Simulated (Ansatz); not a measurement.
**Electric field gradients in C**

Level of theory: DFT PBE, scalar-relativistic, plane waves, PAW (Ansatz). Cutoff 420 eV, 18×18×2 k-points (Γ-centred), Fermi-Dirac smearing of 0.15 eV. No spin polarisation.

The cell, relaxed at this level:
```yaml
crystal:
  lattice:
    - [2.46653, 0.00000, 0.00000]
    - [-1.23327, 2.13608, 0.00000]
    - [0.00000, 0.00000, 26.79976]
  atoms:
    - { symbol: C, position: [0.66667, 0.33333, 0.95100] }
    - { symbol: C, position: [0.66667, 0.33333, 0.45100] }
    - { symbol: C, position: [0.66667, 0.33333, 0.78034] }
    - { symbol: C, position: [0.66667, 0.33333, 0.28034] }
    - { symbol: C, position: [0.00000, 0.00000, 0.61566] }
    - { symbol: C, position: [0.33333, 0.66667, 0.28034] }
    - { symbol: C, position: [0.00000, 0.00000, 0.11566] }
    - { symbol: C, position: [0.66667, 0.33333, 0.61566] }
    - { symbol: C, position: [0.33333, 0.66667, 0.78034] }
    - { symbol: C, position: [0.33333, 0.66667, 0.11566] }
    - { symbol: C, position: [0.33333, 0.66667, 0.45100] }
    - { symbol: C, position: [0.33333, 0.66667, 0.95100] }
```

In a metal these results depend on the k mesh and the smearing. The crystal is built of layers and no dispersion correction was added, so the binding between them is poorly described, and with it their spacing and whatever depends on it.

Task: Give V_zz (10²¹ V/m²) and the asymmetry η at each distinct site.

Result:
| atom | V_zz | η |
| --- | --- | --- |
| C (atom 1) | 2.32 | 0.00 |

The bands only touch here, so at this level the crystal is a zero-gap semiconductor or semimetal, not an ordinary metal.

Cost: 1 run of about 0.7 core-minutes, on Arm Neoverse N1 (shared hosts).